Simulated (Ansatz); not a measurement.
Rock-salt NaBr was calculated with BLYP in Ansatz (plane waves, PAW).

Numerical settings: plane-wave cutoff 520 eV, 10×10×10 k mesh, Fermi–Dirac smearing 0.01 eV, scalar-relativistic PAW data made under PBE.

On both sides of the equilibrium volume: at 28.165 Å³/atom the pressure is 0.37 GPa and the direct gap at Γ 4.032 eV; at 29.315 Å³/atom they are -0.33 GPa and 3.921 eV. The fitted bulk modulus is 17.5 GPa.

**Question.** Work out the volume deformation potential of this gap and its pressure coefficient, in two ways.

**Answer.** a_V = dE_g/d ln V = (3.921 − 4.032)/ln(29.315/28.165) = -2.77 eV. Since dP = −B d ln V, dE_g/dP = −a_V/B = 158 meV/GPa. Straight from the pressures: (4.032 − 3.921)/(0.37 − (-0.33)) = 159 meV/GPa. At this level and over this range the gap at Γ widens under pressure.

Spin–orbit coupling is not included.

Ansatz is an electronic-structure program.
